In bulk CoSi₂ each Co atom touches eight Si atoms and each Si atom touches four Co atoms. Cutting the crystal into a slab halves both numbers at its two faces: the top Co keeps four contacts, and each Si atom of the bottom plane keeps two. Every plane in between has its full set. Halving the contacts goes with a share of the states just below the Fermi level that is roughly two and a half times as large, and at the top face this surplus is confined to a single atomic plane.

Ansatz 0.2.0, PBE with plane-wave PAW, no spin polarisation, for a clean 15-atom CoSi₂(100) slab relaxed with its lower half held. The wave cutoff is 420 eV, the k mesh 13 × 13 × 1 and the Gaussian smearing 0.1 eV. Shares refer to states from 0.25 eV below the Fermi level up to the Fermi level, with planes listed from the bottom up.

```csv
row,plane share,plane formula,plane height (Å)
1,0.131,Si2,-11.943
2,0.128,Co,-10.602
3,0.042,Si2,-9.261
4,0.087,Co,-7.919
5,0.051,Si2,-6.578
6,0.116,Co,-5.221
7,0.055,Si2,-3.911
8,0.091,Co,-2.582
9,0.049,Si2,-1.232
10,0.251,Co,0.000
```

The plane share is the fraction of the states in the energy window that sits on one atomic plane, and the plane height is measured from the top atom. Among the fully surrounded planes the shares alternate: about 0.11 on average for Co and 0.05 for Si2, although a Co plane holds one atom and an Si2 plane two. This follows from the kind of orbital. The Co 3d states are packed into a few electronvolts, while the Si 3s and 3p states are spread over a much wider range, so a narrow window catches more of the former.

The two end planes lie far above the averages of their kinds, and the likely reason is what bonding does to the energies. When Co and Si orbitals mix, the bonding combinations move down and the antibonding ones move up, which thins out the states in between, apart from d orbitals that mix little. In this slab the density of states falls towards the Fermi level and stays low above it. This fits a Fermi level in the thinned region or at its edge, though the computed windows end before any new rise that could mark the antibonding states. An atom with half its partners mixes less, so more of its states stay where bonding would have removed them.

The energy dependence supports this picture. Between 2 and 1 eV below the Fermi level, the top Co carries only about 6% more states than the average fully surrounded Co plane. Going up from there to the window of the table, the fully surrounded Co planes keep about a third of their density of states, but the top Co keeps about three quarters. The top plane is therefore not favoured at every energy; it stands out where the others have become sparse.

A simple model shows how much of this comes from narrower bands alone. The square of a band's width grows as the sum of the squared couplings to the neighbours. With half the neighbours and equal couplings, the width shrinks by a factor √2, and the same number of states in a narrower band gives a mean density higher by √2 ≈ 1.41. For the top Co, the average of the fully surrounded Co planes then leads to 0.1055 × 1.41 ≈ 0.149, whereas the calculation gives 0.251. The model falls well short at both end planes, as the printed output shows. The top Co has also relaxed towards the plane below it, which should strengthen its remaining couplings and leave even less narrowing.

At the top Co the model probably fails because it describes the average over a whole band, while the window lies near the upper edge of the Co d states. There the position of the band matters too. Theory supplies the reason for a displacement: a mostly filled d band that narrowed about a fixed centre would hold too many electrons, so the local potential rises and lifts the band towards the Fermi level. The densities fit such a lift, without proving it, since the top Co still has near the Fermi level what the fully surrounded Co planes have only some 0.6 to 1 eV deeper. That range is an order of magnitude, not a rigid shift of the band.

At the bottom face the states left behind are probably those of broken Si bonds, though shares by plane cannot show their shape. The share of 0.131 is about 2.7 times the average of the other Si2 planes, close to the factor of 2.4 for the top Co. The likeness is no rule: between 0.5 and 1 eV above the Fermi level the bottom factor exceeds four, while the top one is much as here, after a peak of nearly four between 0.25 and 0.5 eV. The bottom plane was also held at its bulk position, so its value describes an ideal cut and not a surface that has settled.

Below the top Co the surplus in this window ends at once. The Si2 plane in row 9 has the ordinary share of its kind, and the next Co plane, in row 8, lies slightly below the average of its kind. Just above the Fermi level, however, row 9 has the largest share of the fully surrounded Si2 planes, so the sharp end is not general. A film deposited on the bare Co plane would supply new neighbours, and the surplus should then change with them. A high density at the Fermi level can also favour magnetism, which this spin-free calculation leaves untested for the top Co. The small surface cell also rules out larger reconstructions, which could change the contacts.

The remaining irregularities lie among the fully surrounded Co planes, whose shares run from 0.087 to 0.128. The highest, in row 2, is next to the cut Si2 plane, which suggests a tail of broken-bond states. The further results mostly agree: from 1 eV below the Fermi level upwards, row 2 leads the fully surrounded Co planes in six of seven windows, while between 2 and 1 eV below it has the lowest share of them. The one exception among the seven lies just above the Fermi level, where rows 6 and 8 hold more. An influence of the cut face is therefore likely but not proved. Row 6 exceeds rows 4 and 8 here, yet falls below row 4 between 1 and 0.5 eV under the Fermi level. In so thin a slab, standing waves across the planes can produce such an order, but a single slab thickness cannot confirm it.

Printed output of the fit:

```
Planes and narrowing model:
  row  share  narrowing model  states per eV from -2 to -1 eV  states per eV from -0.25 to 0 eV
    1  0.131          0.06965                           0.776                             1.383
    2  0.128           0.1055                           2.711                             1.351
    3  0.042          0.04925                          0.6701                            0.4434
    4  0.087           0.1055                           3.344                            0.9184
    5  0.051          0.04925                           0.778                            0.5384
    6  0.116           0.1055                           3.348                             1.225
    7  0.055          0.04925                          0.7291                            0.5806
    8  0.091           0.1055                           3.686                            0.9606
    9  0.049          0.04925                          0.8676                            0.5173
   10  0.251           0.1492                           3.458                              2.65
Mean share of fully surrounded Co planes: 0.1055
Mean share of fully surrounded Si2 planes: 0.04925
Top Co share over the mean of full Co planes: 2.379
Bottom Si2 share over the mean of full Si2 planes: 2.66
Factor expected from narrowing alone with half the contacts: 1.414
Row 9 share less the mean of full Si2 planes: -0.00025
Row 8 share less the mean of full Co planes: -0.0145
Spread of shares among full Co planes: 0.041
Top Co over full Co from -2 to -1 eV: 1.057
Bottom Si2 over full Si2 from -2 to -1 eV: 1.019
Density left near the Fermi level relative to -2 to -1 eV for full Co: 0.3403
Density left near the Fermi level relative to -2 to -1 eV for top Co: 0.7662
Crude upward displacement of top Co weight from the window below the Fermi level in eV: 1.049
Crude upward displacement of top Co weight from the window above the Fermi level in eV: 0.6181
```
